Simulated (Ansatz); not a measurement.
# Cu (P6_3/mmc) in Ansatz: single point with PBEsol

Aim: the single point of Cu with PBEsol.

Everything below comes from runs of Ansatz 0.2.0. Logs are shortened: lines on timing, memory, paths and dates and some standing lists are left out, and cuts for length are marked.

**1. The undisturbed crystal**

It takes space group P6_3/mmc (No. 194, hexagonal). Conventional cell: a = 2.534 Å, b = 2.534 Å, c = 4.113 Å, α = 90.00°, β = 90.00°, γ = 120.00°. Around Cu (site symmetry -6m2) lie 12 Cu at 2.52 to 2.53 Å.

This isn't the form of Cu at room conditions, which is fcc.

**2. Single point, PBEsol (strain_shear_xy = 0)**

Contents of input.yaml:

```yaml
crystal:
  lattice:
    - [2.5340966698, 0.0, 0.0]
    - [-1.2670483349, 2.1945920917, 0.0]
    - [0.0, 0.0, 4.112571]
  atoms:
    - { symbol: Cu, position: [0.6666666667, 0.3333333333, 0.75] }
    - { symbol: Cu, position: [0.3333333333, 0.6666666667, 0.25] }
kpoints:
  mp_grid: { grid: [12, 12, 7] }
scf:
  occupations: { method: fermi_dirac, width: 0.05 }
hamiltonian:
  xc: pbesol
  pseudopotentials: { kind: all_electron, lapw: { basis_error: 0.001 } }
output:
  forces: true
  stress: true
  eigenvalues: true
```

Potentials or basis: all-electron LAPW, scalar-relativistic.

Launch:

```console
> ansatz run input.yaml --threads 1 --pin off --max-ram 3072MiB --backend cpu --events-out ev --progress --plain --runs-dir out
```

The program printed:

```text
Warning: RAYON_NUM_THREADS=1 ignored (pool sized by the plan → 1); use --threads N
LAPW: plane waves up to 8.927 Å⁻¹, error target 1.0e-3 eV per atom; small_component_spin mean_spin; Cu in spheres of 1.262 Å, 19 of its electrons in bands, Dirac shells [] (how accurate: hamiltonian.pseudopotentials.lapw.basis_error, Limitations)
Engine: ansatz 0.2.0, x86_64-unknown-linux-gnu
Pseudopotentials: kind: all_electron
Pseudopotential: Cu, LAPW, valence charge 19, lapw/all_electron/scalar/gaussian/Cu, Koelling and Harmon's equation, gaussian nucleus
Functional definition: PBEsol
  exchange = pbesol_x
  correlation = pbesol_c
Crystal: 2 atoms, lattice volume = 22.871 Å³
Basis set: ecut = 303.61235618739227 eV, 287 PW (Γ), exchange–correlation at level 2
Bands: 23, of which v1, the nominal top of the filled ones, is band 19 counted from 1 (18 counted from 0)
Symmetry: 24 space group operations
Space group: P63/mmc (ITA 194), of the structure as read, at distance tolerance 2.8e-5 Å
k-points: 76 of 1008
Non-local potential: Cu, projectors of the file, none
Initial density: superposition of atomic densities (chi_scale 0.1, normalization cell)
Initial wavefunctions: plane waves of lowest kinetic energy (no species holds an atomic orbital)
Functional: x = pbesol(κ = 0.804, μ = 0.12345679012345678), c = pbesol(β = 0.046)
iter 1 solved again at ethr=6.86e-4 eV; its pass at ethr=1.00e-1 eV (dr2=2.61e-1 eV) is discarded
SCF iter   1: F=—  HF=-89997.764882 eV  |F-HF|=—  |Δ(HF+E_count)|=         —  Δρ=4.98e-2  dr2=2.62e-1  ethr=6.86e-4  ⟨swp⟩=2.3  Hψ=12260  notcnv=0
preconditioner: auto → none  [metal: Δε(μ)=0.023 eV  Ē_g=10.095 eV  σ=0.050 eV  W_gap=0.11  n_scr=8 (ndim 8)  ℏωp=36.4 eV  f_vac=0.000  D(μ)=1.74/eV (n_scr^D=22)  sad-step TF]
SCF iter   2: F=—  HF=-89999.334273 eV  |F-HF|=—  |Δ(HF+E_count)|=    1.57e0  Δρ=2.34e-2  dr2=4.43e-2  ethr=6.86e-4  ⟨swp⟩=3.0  Hψ=6359  notcnv=0
iter 3 solved again at ethr=2.52e-6 eV; its pass at ethr=1.17e-4 eV (dr2=9.59e-4 eV) is discarded
SCF iter   3: F=—  HF=-89995.939444 eV  |F-HF|=—  |Δ(HF+E_count)|=    3.39e0  Δρ=2.43e-3  dr2=9.59e-4  ethr=2.52e-6  ⟨swp⟩=2.0  Hψ=9792  notcnv=0
SCF iter   4: F=—  HF=-89995.780164 eV  |F-HF|=—  |Δ(HF+E_count)|=   1.59e-1  Δρ=5.45e-3  dr2=3.30e-3  ethr=2.52e-6  ⟨swp⟩=3.0  Hψ=6121  notcnv=0
SCF iter   5: F=—  HF=-89995.765558 eV  |F-HF|=—  |Δ(HF+E_count)|=   1.46e-2  Δρ=7.94e-4  dr2=7.29e-5  ethr=2.52e-6  ⟨swp⟩=3.0  Hψ=5670  notcnv=0
SCF iter   6: F=—  HF=-89995.765379 eV  |F-HF|=—  |Δ(HF+E_count)|=   1.79e-4  Δρ=3.32e-5  dr2=1.30e-7  ethr=1.92e-7  ⟨swp⟩=2.0  Hψ=5000  notcnv=0
SCF iter   7: F=-89995.765379 eV  HF=-89995.765379 eV  |F-HF|=2.04e-8  |Δ(HF+E_count)|=   8.71e-8  Δρ=2.05e-6  dr2=6.94e-10  ethr=3.42e-10  ⟨swp⟩=2.8  Hψ=5452  notcnv=0
SCF 1 converged in 7 iterations: F = -89995.765379 eV  dr2 = 6.94e-10
SCF converged after 7 iterations
Free energy (F): -89995.765379 eV
Harris-Foulkes:  -89995.765379 eV  (|F-HF|=2.04e-8)
Internal energy: -89995.757254 eV  (E = F + TS)
E sigma→0 (E₀):  -89995.761317 eV
Entropy (-TS):   -0.008125 eV (-4.062 meV/atom)
Fermi energy:    17.073465 eV
--- Per-component energies (eV) ---
  E_band       = -705.070375
  E_kinetic    = 91532.075510
  E_xc         = -3607.068554
  E_electrostatic = -177920.764210  (all electrons and nuclei)
  E_smearing   = -0.008125  (= −TS)
  E_closure    = 0.000000  (closes the sum)
  E_atoms      = -89987.119702  (free atoms, spherical and without spin; not in F)
  Σ components = -89995.765379   (vs F -89995.765379, Δ=0.00e0)
  Basis errors (estimates in eV, not in F): energy 1.9e-4 per atom: plane waves 1.9e-4 (9.6e-5 summed), levels above the bands 5.0e-65, relativity 2.7e-9, radial functions 3.2e-6, core shells 2.0e-11; eigenvalues (radial functions only) 6.0e-7; not estimated: angular momenta, meshes, grids; target (lapw.basis_error) 1.0e-3; muffin-tin radii Cu 1.262 Å
--- Forces (eV/Å), atoms counted from 1 ---
  atom   1  Cu    -0.00000000     0.00000000    -0.00000000
  atom   2  Cu    -0.00000000    -0.00000000     0.00000000
  max |Σ_I F_I| component: 2.31e-18 eV/Å
--- Stress (GPa, compression-positive) ---
       -1.568975       0.000000       0.000000
       -0.000000      -1.568975       0.000000
        0.000000       0.000000      -1.141827
  P = ⅓ Tr σ = -1.4266 GPa (-14.266 kbar)
--- Band table (eV; the first three rows and the last of 76) ---
  k-point 0: bands = ["-95.2006", "-95.1835", "-52.7862", "-52.6765", "-52.6765", "-52.6604", "-52.6573", "-52.6573", "7.4299", "11.8403", "14.0384", "14.0836", "14.0836", "14.3114", "14.3114", "14.5905", "14.5905", "15.4047", "15.4047", "15.9984", "21.1075", "38.6272", "39.1200"]
  k-point 1: bands = ["-95.1998", "-95.1844", "-52.7800", "-52.6755", "-52.6755", "-52.6667", "-52.6582", "-52.6582", "7.6219", "11.7193", "13.9990", "14.0464", "14.0464", "14.2717", "14.2717", "14.6806", "14.6806", "15.2363", "15.3944", "15.3944", "22.3601", "38.6350", "39.2933"]
  k-point 2: bands = ["-95.1974", "-95.1868", "-52.7626", "-52.6842", "-52.6729", "-52.6729", "-52.6609", "-52.6609", "8.1864", "11.1981", "13.8973", "14.0011", "14.0011", "14.1762", "14.1762", "14.2071", "14.8732", "14.8732", "15.3487", "15.3487", "25.0072", "35.4958", "38.7949"]
  k-point 75: bands = ["-95.1800", "-95.1800", "-52.7574", "-52.7574", "-52.7352", "-52.7271", "-52.6849", "-52.6849", "13.0560", "13.0560", "13.1161", "13.2104", "13.7386", "13.7386", "14.5529", "14.7046", "15.4245", "15.4245", "21.1181", "21.1181", "22.1063", "23.3892", "24.2988"]
```

Run time: 31 s. Hardware: 1 thread of Intel Xeon at 2.50GHz (Skylake/Cascade Lake), shared host; peak memory 0.39 GiB.

What came out:

```
Free energy            : -89995.7654 eV
Pressure               : -1.4 GPa
Band gap on the k mesh : none (metal or under the smearing width)
```

Stress tensor (GPa, compression positive):
```
-1.57  0.00  0.00
 0.00 -1.57  0.00
 0.00  0.00 -1.14
```
